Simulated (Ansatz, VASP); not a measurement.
**One calculation of InO2, two programs**

```xyz
6
Lattice="4.0178 0.0000 0.0000 0.0000 4.0178 0.0000 0.0000 0.0000 5.8559" Properties=species:S:1:pos:R:3 pbc="T T T"
In    2.0089    2.0089    0.0000
In    0.0000    0.0000    2.9280
O     3.0134    1.0045    1.4640
O     1.0045    3.0134    1.4640
O     1.0045    1.0045    4.3919
O     3.0134    3.0134    4.3919
```

Alike in both runs: functional PBE; k mesh 4 × 4 × 4; occupations gaussian, width 0.1 eV; no spin polarisation.

Ansatz relaxed the structure, and its values are those at the end. VASP's run is a single point on that final structure, the one shown.

|  | VASP | Ansatz |
| --- | --- | --- |
| version | VASP 6.6.1 | Ansatz 0.2.0 |
| potentials or method | VASP PAW PBE potentials, release 64 (In_d, O) | scalar-relativistic, plane waves, PAW |
| plane-wave cutoff (eV) | 520 | 420 |
| valence electrons in the cell | 50 | 50 |

|  | VASP | Ansatz | Ansatz less VASP |
| --- | --- | --- | --- |
| gap on the k mesh at the Fermi level (eV) | none | none | - |
| pressure (GPa) | 0.3 | 0.0 | -0.33 |

A gap of «none» marks a metal or a gap that the smearing closes. The functional is the same, so the differences come from potentials, cutoffs and numerics.

Caveats: the k mesh is coarse (spacing up to 0.39 Å⁻¹), so the values aren't converged.
